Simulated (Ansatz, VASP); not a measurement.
**One calculation of SiO2, two programs**

```
CELL_PARAMETERS angstrom
0.00000 2.29012 2.29012
2.29012 0.00000 2.29012
2.29012 2.29012 0.00000
ATOMIC_POSITIONS crystal
Si 0.00000 0.00000 0.00000
O 0.25000 0.25000 0.25000
O 0.75000 0.75000 0.75000
```

Alike in both runs: functional PBE; k mesh 10 × 10 × 10; occupations gaussian, width 0.02 eV; no spin polarisation.

Ansatz relaxed the structure, and its values are those at the end. VASP's run is a single point on that final structure, the one shown.

|  | VASP | Ansatz |
| --- | --- | --- |
| version | VASP 6.6.1 | Ansatz 0.2.0 |
| potentials or method | VASP PAW PBE potentials, release 64 (Si, O) | scalar-relativistic, plane waves, PAW |
| plane-wave cutoff (eV) | 520 | 420 |
| valence electrons in the cell | 16 | 16 |

|  | VASP | Ansatz | Ansatz less VASP |
| --- | --- | --- | --- |
| gap on the k mesh at the Fermi level (eV) | 1.76 | 1.78 | +0.020 |
| least direct gap on the mesh (eV) | 2.01 | 2.04 | +0.027 |
| pressure (GPa) | 0.5 | 0.1 | -0.38 |

With one functional, cell and mesh, what is left measures potentials, basis and numerics.

A k mesh can miss the band edges.
